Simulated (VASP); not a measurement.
The system is Cu.

```
Cu
1.0
    -1.43419    1.43419    1.43419
     1.43419   -1.43419    1.43419
     1.43419    1.43419   -1.43419
Cu
1
Direct
  0.00000 0.00000 0.00000
```

This isn't the form of Cu at room conditions, which is fcc.

- Program: VASP 6.6.1
- Task: relaxation of cell and atoms
- Functional: PBEsol
- Potentials or basis: VASP PAW PBE potentials, release 64 (Cu)
- Cutoff: 600 eV
- k mesh: 20 × 20 × 20
- Occupations: gaussian, width 0.1 eV
- Spin: no spin polarisation

At the start: pressure -5.0 GPa; volume 11.80 Å³/atom.

**Question.** Where does the relaxation end?

**Answer.** Over 3 steps the energy falls by 6.4 meV/atom and the volume is 11.41 Å³/atom (-3.3 %); space group Im-3m (No. 229, to 0.05 Å).

Step by step:
| step | energy change (eV) | largest force (eV/Å) | pressure (GPa) | volume (Å³) |
| --- | --- | --- | --- | --- |
| 1 | 0.0000 | 0.0000 | -5.00 | 11.80 |
| 2 | -0.0040 | 0.0000 | 3.38 | 11.18 |
| 3 | -0.0064 | 0.0000 | 0.01 | 11.41 |

Final structure:
```
Cu
1.0
    -1.41808    1.41808    1.41808
     1.41808   -1.41808    1.41808
     1.41808    1.41808   -1.41808
Cu
1
Direct
  0.00000 0.00000 0.00000
```

Caveat: the PAW data sets were made with another functional, which shifts forces and pressure a little.
